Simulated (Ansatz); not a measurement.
**Mg2Si (antifluorite): the band gap by level of theory**

All numbers come from Ansatz. Spin-unpolarised throughout; all numbers are computed.

The cell is Mg2Si (antifluorite); cell and atoms were relaxed with r2SCAN. Space group Fm-3m (No. 225), cubic; a = 6.338 Å in the conventional setting, 21.22 Å³ an atom. Si is surrounded by 8 Mg at 2.74 Å; Mg is surrounded by 4 Si at 2.74 Å.

```cif
data_structure
_symmetry_space_group_name_H-M 'Fm-3m'
_symmetry_Int_Tables_number 225
_cell_length_a 6.3379
_cell_length_b 6.3379
_cell_length_c 6.3379
_cell_angle_alpha 90.000
_cell_angle_beta 90.000
_cell_angle_gamma 90.000
_cell_volume 254.59
loop_
_atom_site_label
_atom_site_type_symbol
_atom_site_symmetry_multiplicity
_atom_site_Wyckoff_symbol
_atom_site_fract_x
_atom_site_fract_y
_atom_site_fract_z
_atom_site_occupancy
Si1 Si 4 a 0.00000 0.00000 0.00000 1
Mg1 Mg 8 c 0.25000 0.75000 0.75000 1
```

Relaxed lattice by functional, symmetry kept:

| functional | k mesh | a (Å) | volume (Å³/atom) |
| --- | --- | --- | --- |
| PBE | 6×6×6 | 6.363 | 21.47 |
| r2SCAN | 6×6×6 | 6.338 | 21.22 |

Gaps on the r2SCAN cell, each the least over its mesh and the special points:
```json
{"level": "PBE", "k mesh": "8×8×8", "gap (eV)": "0.20", "kind": "indirect", "edges": "Γ → X", "least direct gap (eV)": "1.91", "rough cost": "3 core-seconds"}
{"level": "r2SCAN", "k mesh": "8×8×8", "gap (eV)": "0.45", "kind": "indirect", "edges": "Γ → X", "least direct gap (eV)": "2.48", "rough cost": "7 core-seconds"}
{"level": "HSE06", "k mesh": "6×6×6", "gap (eV)": "0.56", "kind": "indirect", "edges": "Γ → X", "least direct gap (eV)": "2.54", "rough cost": "100 core-seconds"}
{"level": "PBE0", "k mesh": "6×6×6", "gap (eV)": "1.17", "kind": "indirect", "edges": "Γ → X", "least direct gap (eV)": "3.16", "rough cost": "110 core-seconds"}
```
PBE: smearing of 0.02 eV; the others have fixed occupations.
Wave cutoffs: 420 eV, 500 eV (r2SCAN).
Costs come from shared machines and give only the order; PBE's includes the band path. The runs had 2 threads of Arm Neoverse V1 (shared host).

HSE06 gives an indirect gap of 0.56 eV, from Γ to X; the least direct gap is 2.54 eV at Γ.

r2SCAN covers 68 % of the step from PBE to HSE06. All these functionals give a gap of the same kind, indirect.

The meshes of the hybrids are coarse, so their gaps aren't converged to the digits shown.
